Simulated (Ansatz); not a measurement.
## Step by step: Cr, relaxation of cell and atoms

The calculation used DFT, LDA, all-electron LAPW, scalar-relativistic in Ansatz 0.2.0.

Command: `ansatz run input.yaml --threads 1 --pin off --max-ram 3072MiB --backend cpu --events-out ev --progress --plain --runs-dir out` The run took 52 s on 1 thread of Arm Neoverse V1, with other jobs on the host.

```yaml
crystal:
  lattice:
    - [0.0, 1.7632549957, 1.7632549957]
    - [1.7632549957, 0.0, 1.7632549957]
    - [1.7632549957, 1.7632549957, 0.0]
  atoms:
    - { symbol: Cr, position: [0.0, 0.0, 0.0], spin: 3.0 }
magnetization:
  spin_polarized: true
kpoints:
  mp_grid: { grid: [16, 16, 16] }
scf:
  occupations: { method: fermi_dirac, width: 0.05 }
hamiltonian:
  xc: lda
  pseudopotentials: { kind: all_electron, lapw: { basis_error: 0.001 } }
output:
  forces: true
  stress: true
relax:
  f_tol: 0.005
  max_steps: 80
  cell: {}
```

The run is spin-polarised from parallel moments and ends with 0.00 μB in the cell; other orders may lie lower.

The cell comes from COD entry 1534885, which wasn't checked; take it as a given geometry. The listed cell was then made from it by scaling, straining or moving an atom.

Each frame lists the cell vectors (Å), then Cartesian positions (Å); symmetry keeps all forces zero. Free energies count from the first step, -28540.8079 eV.

The walk took 4 evaluations in all; steps that aren't listed are left out.

Step 1: E = 0.0 meV, P = 4.50 GPa

```
cell 0.0000 1.7633 1.7633 1.7633 0.0000 1.7633 1.7633 1.7633 0.0000
Cr    0.0000    0.0000    0.0000
```

Task: How does the relaxation end?

Result: It converges, with a = 3.545 Å, b = 3.545 Å, c = 3.545 Å, α = 90.00°, β = 90.00°, γ = 90.00° (conventional cell, space group Fm-3m). The last solve (on a basis chosen afresh for the final cell, so its energy is not quite comparable) gives E = -2.4 meV, P = 0.03 GPa:
```
cell 0.0000 1.7725 1.7725 1.7725 0.0000 1.7725 1.7725 1.7725 0.0000
Cr    0.0000    0.0000    0.0000
```
